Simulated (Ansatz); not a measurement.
# InSe: a relaxation

The task: find the equilibrium cell of InSe, and whether it has a gap.

The COD entry's cell or inner coordinates are ideal or old and differ from later refinements, so a difference from it is no clean test against experiment.

Program: Ansatz 0.2.0. Level of theory: DFT PBE+D3(BJ), scalar-relativistic, plane waves, PAW. These are calculated values, not measurements.

4 further runs of the same task are left out: 4 set aside as unsound or not needed.

It takes space group R3m (No. 160, trigonal). The conventional cell has a = 4.000 Å, b = 4.000 Å, c = 25.320 Å, α = 90.00°, β = 90.00°, γ = 120.00°. In (site symmetry 3m) has 3 Se at 2.64 Å and 1 In at 2.82 Å as nearest neighbours. In (site symmetry 3m) has 3 Se at 2.63 Å and 1 In at 2.82 Å as nearest neighbours. Se (site symmetry 3m) is surrounded by 3 In at 2.64 Å. Around Se (site symmetry 3m) lie 3 In at 2.63 Å.

Coordinates:

```
CELL_PARAMETERS angstrom
2.00000 1.15470 8.44000
-2.00000 1.15470 8.44000
0.00000 -2.30940 8.44000
ATOMIC_POSITIONS crystal
In 0.00000 0.00000 0.00000
In 0.11140 0.11140 0.11140
Se 0.61650 0.61650 0.61650
Se 0.82810 0.82810 0.82810
```

The structure comes from the Crystallography Open Database.

The structure above is the start of the run; the results belong to its end.

| quantity | value |
| --- | --- |
| relaxed cell (conventional) | a = 4.037 Å, b = 4.037 Å, c = 24.908 Å, α = 90.00°, β = 90.00°, γ = 120.00° |
| space group (0.01 Å) | R3m (No. 160) |
| volume | 29.30 Å³/atom |
| energy, smearing taken to zero | -5534.2708 eV/atom |
| gap on the mesh | 0.30 eV |
| remaining pressure | 0.00 GPa |

**Reading.** Relaxation left the volume within 0.5 % of the start. Measured lattice constant a of InSe: 4.002 Å (“High Broad‐Band Photoresponsivity of Mechanically Formed InSe–Graphene van der Waals Heterostructures”, 2015, pmc:4768130). This calculation gives 4.037 Å (+0.9 %). Measured lattice constant c of InSe: 24.961 Å (“High Broad‐Band Photoresponsivity of Mechanically Formed InSe–Graphene van der Waals Heterostructures”, 2015, pmc:4768130). This calculation gives 24.908 Å (-0.2 %). That is the cell relaxed with PBE+D3(BJ), without thermal expansion or zero-point motion. The mesh shows a gap of 0.30 eV. 

The gaps are Kohn-Sham values of a semilocal functional, not quasiparticle or optical gaps. Such gaps usually fall short of the measured ones.

**Question.** Which input and command would start the relaxation behind these results?

A: The one used for the relaxation. It is one of several that fit.

Contents of input.yaml:

```yaml
crystal:
  lattice:
    - [2.0, 1.1547005384, 8.44]
    - [-2.0, 1.1547005384, 8.44]
    - [0.0, -2.3094010768, 8.44]
  atoms:
    - { symbol: In, position: [0.0, 0.0, 0.0] }
    - { symbol: In, position: [0.1114, 0.1114, 0.1114] }
    - { symbol: Se, position: [0.6165, 0.6165, 0.6165] }
    - { symbol: Se, position: [0.8281, 0.8281, 0.8281] }
basis:
  ecutwfc: 420
kpoints:
  mp_grid: { grid: [12, 12, 12] }
hamiltonian:
  xc: pbe
  dispersion: d3bj
scf:
  occupations: { method: gaussian, width: 0.02 }
output:
  forces: true
  stress: true
  eigenvalues: true
relax:
  adjacent_minimum: "off"
  f_tol: 0.005
  max_steps: 80
  cell: { stress_tol: 0.05 }
```

On the command line:

```console
$ ansatz run input.yaml --threads 8 --pin off --max-ram 22528MiB --backend cpu --events-out ev --progress --plain --runs-dir out
```
